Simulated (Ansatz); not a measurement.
input.yaml (Ansatz)

```yaml
crystal:
  lattice:
    - [3.4420649897, 0.0, 0.0]
    - [-1.7210324948, 2.9809157225, 0.0]
    - [0.0, 0.0, 5.6208921281]
  atoms:
    - { symbol: Te, position: [0.3333333333, 0.6666666667, 0.25] }
    - { symbol: Te, position: [0.6666666667, 0.3333333333, 0.75] }
hamiltonian:
  xc: revpbe
  pseudopotentials:
    kind: paw
    azcp:
      Te: "pseudopotentials/Te.paw.azcp"
basis:
  ecutwfc: 420
  fft_grid_basis: typed
kpoints:
  mp_grid: { grid: [11, 11, 6], shift: [0, 0, 0] }
magnetization:
  spin_polarized: false
scf:
  occupations: { method: fermi_dirac, width: 0.1 }
relax:
  max_steps: 60
  f_tol: 0.01
  cell: {}
output:
  write_density: true
  write_potential: true
  elf: true
  volumetric_format: npy
```

and its output:

```
Engine: ansatz 0.2.0, aarch64-unknown-linux-gnu
Pseudopotentials: kind: paw
Pseudopotential: Te, paw, valence charge 16, recommended cutoff 420 eV (normal) 
Functional definition: revPBE
  parameter kappa = 1.245
  parameter beta = 0.06672455060314922
  exchange = pbe_x(kappa = kappa, mu = beta*pi^2/3)
  correlation = pbe_c(beta = beta)
Crystal: 2 atoms, lattice volume = 57.673 Å³
Basis set: ecut = 420 eV, 1099 PW (Γ), exchange–correlation on 48×48×80 points (8 copies of the dense FFT grid, shifted against one another)
Bands: 20, of which v1, the nominal top of the filled ones, is band 16 counted from 1 (15 counted from 0)
Symmetry: 24 space group operations
Space group: P63/mmc (ITA 194), of the structure as read, at distance tolerance 3.9e-5 Å
k-points: 64 of 726
Non-local potential: Te, projectors of the file, l = 0: 2, l = 1: 2, l = 2: 2, l = 3: 2
PAW form: soft (Blöchl's): semilocal exchange-correlation on the pseudo side does not see the compensation charge
PAW frozen core: Te, regenerated for the run's functional, and the local potential with it (the file was generated under x = pbe(κ = 0.804, μ = 0.2195149727645171), c = pbe(β = 0.06672455060314922))
PAW one-centre angular grid: Te, 590 points (default); XC on 64 Gauss nodes
Initial density: superposition of atomic densities (neutral atoms: chi_scale 0, normalization atom), corrected by the library's trained network
Initial wavefunctions: pseudopotential atomic-orbital guess
Functional: x = revpbe(κ = 1.245, μ = 0.2195149727645171), c = pbe(β = 0.06672455060314922)
SCF iter   1: F=—  HF=-13971.648498 eV  |F-HF|=—  |Δ(HF+E_count)|=         —  Δρ=1.94e-3  dr2=1.14e-3  ethr=1.77e-3  ⟨swp⟩=5.8  Hψ=6275  notcnv=0
SCF iter   2: F=—  HF=-13971.647777 eV  |F-HF|=—  |Δ(HF+E_count)|=   7.21e-4  Δρ=1.20e-3  dr2=5.73e-4  ethr=3.56e-6  ⟨swp⟩=2.1  Hψ=2703  notcnv=0
SCF iter   3: F=—  HF=-13971.648091 eV  |F-HF|=—  |Δ(HF+E_count)|=   3.14e-4  Δρ=3.70e-4  dr2=5.05e-5  ethr=1.79e-6  ⟨swp⟩=2.0  Hψ=1654  notcnv=0
SCF iter   4: F=—  HF=-13971.648099 eV  |F-HF|=—  |Δ(HF+E_count)|=   7.83e-6  Δρ=5.62e-5  dr2=7.73e-7  ethr=1.58e-7  ⟨swp⟩=2.1  Hψ=1753  notcnv=0
SCF iter   5: F=—  HF=-13971.648099 eV  |F-HF|=—  |Δ(HF+E_count)|=   1.59e-8  Δρ=1.57e-5  dr2=1.67e-7  ethr=2.42e-9  ⟨swp⟩=2.0  Hψ=2328  notcnv=0
SCF iter   6: F=-13971.648099 eV  HF=-13971.648099 eV  |F-HF|=1.12e-8  |Δ(HF+E_count)|=   4.22e-8  Δρ=3.79e-6  dr2=1.22e-8  ethr=3.13e-10  ⟨swp⟩=8.7  Hψ=7688  notcnv=0
SCF 1 converged in 6 iterations: F = -13971.648099 eV  dr2 = 1.22e-8
relax step   1: F+E_penalty+E_count = -13971.64809909 eV  Δ(F+E_penalty+E_count) = +0.000e0 eV  max|allowed force component| = 1.879e-18 eV/Å  Δτ_max = 0.0000 Å  P = +0.156 GPa  Ω = 57.673 Å³  (6 SCF iters, dr2 threshold 1.00e-7 eV, accepted)
...
SCF 13 converged in 6 iterations: F = -13972.138390 eV  dr2 = 7.50e-12
relax step  13: F+E_penalty+E_count = -13972.13839030 eV  Δ(F+E_penalty+E_count) = -2.429e-4 eV  max|allowed force component| = 1.952e-18 eV/Å  Δτ_max = 0.0000 Å  P = +0.032 GPa  Ω = 64.536 Å³  stress off target by 3.53e-2 GPa  SCF on the basis re-selected at this cell (its energy is not comparable with the rows above)  (6 SCF iters)
basis re-selected at this cell: Δ(F+E_penalty+E_count) = -2.429e-4 eV, ΔP = -0.002 GPa vs the last step (what re-selecting the basis moved, of the pressure what is left beyond the Pulay correction that the steps carried, after the strain that the cell walked since its last selection, with what the two solves' SCF thresholds leave and, on support functions, any second-order correction that the steps lacked; it is no measure of the basis error at this ecutwfc). The dense FFT grid was sized anew with the basis: this SCF ran on 30×30×30 points, the steps before it on 27×27×30, so part of this shift can come from that change (see relax.cell in the input reference). This SCF's stress stands 3.53e-2 GPa from its target on what of the cell is left free (relax.cell.stress_tol is 5.00e-2 GPa) and its largest allowed force component is 1.95e-18 eV/Å (relax.f_tol is 1.00e-2 eV/Å): within both
SCF converged after 6 iterations
Free energy (F): -13972.138390 eV
Harris-Foulkes:  -13972.138390 eV  (|F-HF|=5.46e-12)
Internal energy: -13972.089384 eV  (E = F + TS)
E sigma→0 (E₀):  -13972.113887 eV
Entropy (-TS):   -0.049007 eV (-24.503 meV/atom)
Fermi energy:    9.454495 eV
--- Per-component energies (eV) ---
  E_band       = -508.301902
  E_kinetic    = 358.660143
  E_local      = -2375.959028  (includes V_loc(G=0)·N_el)
  E_nonlocal   = -622.599821
  E_hartree    = 1547.821782
  E_xc         = -247.764606
  E_vxc        = -206.646652  (∫ρ·V_xc dr)
  E_paw        = -9336.214999  (= ΣΔE_a)
  E_vpaw       = -757.399721  (= ΣTr[D̂ρ^β])
  E_aug_tail   = -0.000331  (compensation charges beyond the density's cutoff)
  E_ewald      = -3295.976880
  E_core_change = -0.055642  (= ΣΔE_core)
  E_smearing   = -0.049007  (= −TS)
  E_closure    = 0.000000  (closes the sum)
  Σ components = -13972.138390   (vs F -13972.138390, Δ=0.00e0)
--- Forces (eV/Å), atoms counted from 1 ---
  atom   1  Te     0.00000000     0.00000000    -0.00000000
  atom   2  Te    -0.00000000    -0.00000000     0.00000000
  max |Σ_I F_I| component: 1.45e-19 eV/Å
--- Stress (GPa, compression-positive) ---
        0.035319       0.000000      -0.000000
        0.000000       0.035319      -0.000000
       -0.000000      -0.000000       0.024643
  P = ⅓ Tr σ = 0.0318 GPa (0.318 kbar)
--- Band table (eV; the first three rows and the last of 64) ---
  k-point 0: bands = ["-27.8482", "-27.8382", "-27.8382", "-27.8247", "-27.7890", "-27.7890", "-27.7694", "-27.7694", "-27.7669", "-27.7669", "-3.9789", "0.8280", "5.1931", "7.6063", "7.6063", "10.2921", "10.2921", "12.6182", "12.7326", "15.3753"]
  k-point 1: bands = ["-27.8464", "-27.8365", "-27.8365", "-27.8260", "-27.7964", "-27.7964", "-27.7655", "-27.7655", "-27.7652", "-27.7652", "-3.7862", "0.1609", "5.8807", "7.7807", "7.7807", "10.1598", "10.1598", "11.8326", "13.3064", "15.6627"]
  k-point 2: bands = ["-27.8416", "-27.8312", "-27.8312", "-27.8298", "-27.8096", "-27.8096", "-27.7624", "-27.7624", "-27.7607", "-27.7607", "-3.2154", "-1.0994", "7.2343", "8.2757", "8.2757", "9.7060", "9.7060", "10.3078", "14.9413", "15.6826"]
  k-point 63: bands = ["-27.8369", "-27.8369", "-27.8166", "-27.8166", "-27.8118", "-27.8118", "-27.7669", "-27.7669", "-27.7642", "-27.7642", "-1.2593", "-1.2593", "4.3285", "4.3285", "6.5608", "6.5608", "12.3724", "12.3724", "17.3425", "17.3425"]
--- Relaxed structure (11 steps of the walk, 10 accepted, 2 SCFs on fresh bases) ---
  F+E_penalty+E_count = -13972.13839030 eV   max|allowed force component| = 1.952e-18 eV/Å   (the final SCF, on the basis selected at the relaxed cell)
  cell:  # Å, volume = 64.5356 Å³
    - [4.111100843949917, -3.4478501475714104e-11, -8.579030618514046e-34]
    - [-2.055550421945099, 3.560317768397511, -1.654211455227314e-34]
    - [-1.027367513337898e-33, -1.12076456000498e-33, 4.409128002953491]
  atoms:
    - { symbol: Te, position: [0.33333333333333326, 0.6666666666666665, 0.24999999999999994] }
    - { symbol: Te, position: [0.6666666666666665, 0.33333333333333326, 0.7499999999999999] }
```
